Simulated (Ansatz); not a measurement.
input.yaml (Ansatz)

```yaml
crystal:
  lattice:
    - [-1.6871635781, 1.7212098341, 2.672474702]
    - [1.7212098341, -1.6871635781, 2.672474702]
    - [1.6895833568, 1.6895833568, -2.6501028834]
  atoms:
    - { symbol: In, position: [0.0, 0.0, 0.0] }
hamiltonian:
  xc: blyp
  pseudopotentials:
    kind: paw_fr
    azcp:
      In: "pseudopotentials/In.paw.azcp"
basis:
  ecutwfc: 420
  fft_grid_basis: typed
kpoints:
  mp_grid: { grid: [11, 11, 13], shift: [0, 0, 0] }
magnetization:
  noncollinear: true
  spin_orbit: true
scf:
  occupations: { method: fermi_dirac, width: 0.1 }
```

Terminal output

```
Engine: ansatz 0.2.0, x86_64-unknown-linux-gnu
Pseudopotentials: kind: paw_fr
Pseudopotential: In, paw_fr, valence charge 13, recommended cutoff 420 eV (normal) 
Functional definition: BLYP
  parameter beta = 0.0042
  parameter a = 0.04918
  parameter b = 0.132
  parameter c = 0.2533
  parameter d = 0.349
  exchange = b88_x(beta = beta)
  correlation = lyp_c(a = a, b = b, c = c, d = d)
non-collinear run that drives no moment, with spin-orbit: no starting moment large enough to seed its density (crystal.atoms[].spin), no starting occupations that ask for one, no magnetisation constraint and no magnetic field, so the semilocal B_xc is pinned to zero
Crystal: 1 atoms, lattice volume = 31.088 Å³
Basis set: ecut = 420 eV, 587 PW (Γ), exchange–correlation on 50×50×48 points (8 copies of the dense FFT grid, shifted against one another)
Bands: 22, of which v1, the nominal top of the filled ones, is band 13 counted from 1 (12 counted from 0)
Symmetry: 4 space group operations + 4 with time reversal
Magnetic group: BNS 12.59 (UNI 66), of the structure as read, at distance tolerance 3.1e-5 Å
k-points: 432 of 1573
Projection manifold: j_resolved (fully-relativistic pseudo-atomic orbitals)
Non-local potential: In, projectors of the file, l = 0: 2, l = 1: 4, l = 2: 4, l = 3: 4
PAW form: soft (Blöchl's): semilocal exchange-correlation on the pseudo side does not see the compensation charge
PAW frozen core: In, regenerated for the run's functional, and the local potential with it (the file was generated under x = pbe(κ = 0.804, μ = 0.2195149727645171), c = pbe(β = 0.06672455060314922))
PAW one-centre angular grid: In, 590 points (default); XC on 96 Gauss nodes
Initial density: superposition of atomic densities (chi_scale 0.1, normalization cell)
Initial wavefunctions: pseudopotential atomic-orbital guess
Functional: x = b88, c = lyp
SCF iter   1: F=—  HF=-5615.797946 eV  |F-HF|=—  |Δ(HF+E_count)|=         —  Δρ=8.93e-3  dr2=3.44e-2  dr2_m=0.00e0 (ungated)  ethr=3.10e-3  |M|=0.00e0 ∫|m|=0.00e0 μB  |m|>n=0.0e0 m-floor=0.0e0 τ_xc=0.0e0  β_m=0.30  ⟨swp⟩=9.7  Hψ=32253  notcnv=0  defer=90
spin=Noncollinear: Kerker preconditioning applied to the charge; magnetization (m_x, m_y, m_z) channels mix plain (no charge-response kernel on spin).
SCF iter   2: F=—  HF=-5615.787796 eV  |F-HF|=—  |Δ(HF+E_count)|=   1.01e-2  Δρ=7.36e-3  dr2=2.40e-2  dr2_m=0.00e0 (ungated)  ethr=2.65e-4  |M|=0.00e0 ∫|m|=0.00e0 μB  |m|>n=0.0e0 m-floor=0.0e0 τ_xc=0.0e0  β_m=0.65  ⟨swp⟩=1.1  Hψ=6523  notcnv=0  defer=210
SCF iter   3: F=—  HF=-5615.781806 eV  |F-HF|=—  |Δ(HF+E_count)|=   5.99e-3  Δρ=5.24e-3  dr2=5.44e-3  dr2_m=0.00e0 (ungated)  ethr=1.84e-4  |M|=0.00e0 ∫|m|=0.00e0 μB  |m|>n=0.0e0 m-floor=0.0e0 τ_xc=0.0e0  β_m=0.73  ⟨swp⟩=2.0  Hψ=8203  notcnv=0  defer=210
SCF iter   4: F=—  HF=-5615.779127 eV  |F-HF|=—  |Δ(HF+E_count)|=   2.68e-3  Δρ=1.19e-3  dr2=2.72e-4  dr2_m=0.00e0 (ungated)  ethr=4.19e-5  |M|=0.00e0 ∫|m|=0.00e0 μB  |m|>n=0.0e0 m-floor=0.0e0 τ_xc=0.0e0  β_m=0.87  ⟨swp⟩=2.0  Hψ=7297  notcnv=0  defer=660
SCF iter   5: F=—  HF=-5615.779201 eV  |F-HF|=—  |Δ(HF+E_count)|=   7.42e-5  Δρ=2.95e-4  dr2=2.39e-5  dr2_m=0.00e0 (ungated)  ethr=2.10e-6  |M|=0.00e0 ∫|m|=0.00e0 μB  |m|>n=0.0e0 m-floor=0.0e0 τ_xc=0.0e0  β_m=0.93  ⟨swp⟩=2.9  Hψ=6927  notcnv=0  defer=660
SCF iter   6: F=—  HF=-5615.779223 eV  |F-HF|=—  |Δ(HF+E_count)|=   2.18e-5  Δρ=5.67e-5  dr2=1.30e-6  dr2_m=0.00e0 (ungated)  ethr=1.84e-7  |M|=0.00e0 ∫|m|=0.00e0 μB  |m|>n=0.0e0 m-floor=0.0e0 τ_xc=0.0e0  β_m=0.97  ⟨swp⟩=2.0  Hψ=4759  notcnv=0  defer=662
SCF iter   7: F=—  HF=-5615.779225 eV  |F-HF|=—  |Δ(HF+E_count)|=   1.60e-6  Δρ=3.75e-5  dr2=4.44e-7  dr2_m=0.00e0 (ungated)  ethr=1.00e-8  |M|=0.00e0 ∫|m|=0.00e0 μB  |m|>n=0.0e0 m-floor=0.0e0 τ_xc=0.0e0  β_m=0.98  ⟨swp⟩=2.7  Hψ=6331  notcnv=0  defer=662
SCF iter   8: F=-5615.779225 eV  HF=-5615.779225 eV  |F-HF|=2.32e-8  |Δ(HF+E_count)|=   1.33e-7  Δρ=9.63e-6  dr2=3.03e-8  dr2_m=0.00e0 (ungated)  ethr=7.69e-10  |M|=0.00e0 ∫|m|=0.00e0 μB  |m|>n=0.0e0 m-floor=0.0e0 τ_xc=0.0e0  ⟨swp⟩=1.0  Hψ=13414  notcnv=0
SCF 1 converged in 8 iterations: F = -5615.779225 eV  dr2 = 3.03e-8
SCF converged after 8 iterations
Magnetization: |M| = 0.0000 μB,  M = (+0.0000, +0.0000, +0.0000) μB
Absolute magnetization: 0.0000 μB (∫|m|)
  site 0: m = (+0.0000, +0.0000, +0.0000) μB, |m| = 0.0000 μB  (R = 1.41 Å)
Free energy (F): -5615.779225 eV
Harris-Foulkes:  -5615.779225 eV  (|F-HF|=2.32e-8)
Internal energy: -5615.763518 eV  (E = F + TS)
E sigma→0 (E₀):  -5615.771371 eV
Entropy (-TS):   -0.015706 eV (-15.706 meV/atom)
Fermi energy:    8.430590 eV
--- Per-component energies (eV) ---
  E_band       = -45.351532
  E_kinetic    = 240.495573
  E_local      = -1178.499411  (includes V_loc(G=0)·N_el)
  E_nonlocal   = 364.059735
  E_hartree    = 460.399030
  E_xc         = -213.589162
  E_vxc        = -97.615446  (∫ρ·V_xc dr)
  E_paw        = -4171.095752  (= ΣΔE_a)
  E_vpaw       = -294.582659  (= ΣTr[D̂ρ^β])
  E_aug_tail   = 0.000026  (compensation charges beyond the density's cutoff)
  E_ewald      = -1117.342736
  E_core_change = -0.190823  (= ΣΔE_core)
  E_smearing   = -0.015706  (= −TS)
  E_closure    = 0.000000  (closes the sum)
  Σ components = -5615.779225   (vs F -5615.779225, Δ=0.00e0)
```
